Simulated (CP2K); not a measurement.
ZnS:

```
CELL_PARAMETERS angstrom
3.82121 0.00000 0.00000
1.91060 3.30926 0.00000
1.91060 1.10309 3.12000
ATOMIC_POSITIONS crystal
Zn 0.75000 0.75000 0.75000
S 0.00000 0.00000 0.00000
```

Base run:

- Program: CP2K 2026.2
- Functional: PBE
- Potentials or basis: POTENTIAL_UZH Zn GTH-PBE-q12, S GTH-PBE-q6; TZVP-MOLOPT-PBE-GTH basis
- Density cutoff: 6123 eV
- k mesh: 9 × 9 × 9
- Occupations: gaussian, width 0.026 eV
- Spin: no spin polarisation

Its results: band gap on the k mesh 2.07 eV, direct; pressure 2.0 GPa.

Q: The run is repeated on the same cell with these changes: functional from PBE to PBEsol; occupations from gaussian, width 0.026 eV to gaussian, width 0.1 eV. What comes out?

A: Band gap on the k mesh 1.90 eV, direct; pressure -1.3 GPa.

Caveats: the basis of atomic orbitals isn't converged, which shifts pressures, moduli and gaps; the potentials were made for another functional, which shifts forces and pressure (some runs).

